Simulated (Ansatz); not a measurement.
Cu2O: the gap against volume

Cu2O, Pn-3m, a = 4.331 Å. Ansatz: PBE+U, PAW, 420 eV, Γ-centred 6×6×6 mesh on 6 atoms, Gaussian smearing 0.02 eV; U_eff Cu 4.00 eV; no spin polarisation. Symmetry fixes shape and atoms, so the cell is only scaled; x = ln(V/V0) with V0 = 13.543 Å³/atom. The gap is read at the mesh points alone.

| x | gap y (eV) |
| --- | --- |
| -0.1278 | 0.995 |
| -0.0943 | 0.904 |
| -0.0619 | 0.822 |
| -0.0305 | 0.748 |
| 0.0000 | 0.680 |
| 0.0296 | 0.618 |
| 0.0583 | 0.561 |
| 0.0953 | ? |

Question: Fit a straight line to the other rows, give the volume deformation potential of the gap and its pressure coefficient, and predict the missing gap. B0 = 101.3 GPa.

Answer: Means x = -0.03237, y = 0.76114; Σ(Δx)² = 0.02693, ΣΔxΔy = -0.06263; the slope is their ratio. y = 0.6858 − 2.326 x. The slope is the deformation potential a = dE_g/d ln V = -2.33 eV, and dE_g/dP = −a/B0 = 23.0 meV/GPa. With a term in x² added, the coefficient of x becomes -2.163, 7 % less, which shows how far this figure hangs on the form. At x = 0.0953 the fit asked for gives 0.464 eV. The run gave 0.493 eV, so the fit is 0.029 eV too low, 5.8 % of the span of the series, against an rms of 0.008 eV on the fitted rows. The row lies outside the fitted range. With a term in x² added, a fit to the same known rows predicts 0.495 eV, so most of the miss is curvature that the known rows already hold.

Semilocal functionals give gaps under the measured ones; where shallow d states of Zn, Cd, Cu or Ag mix into an O valence top, changes of the gap are off too.

Cost: 8 runs of about 2.3 core-minutes in all, on Intel Xeon Platinum 8375C (Ice Lake) (shared hosts).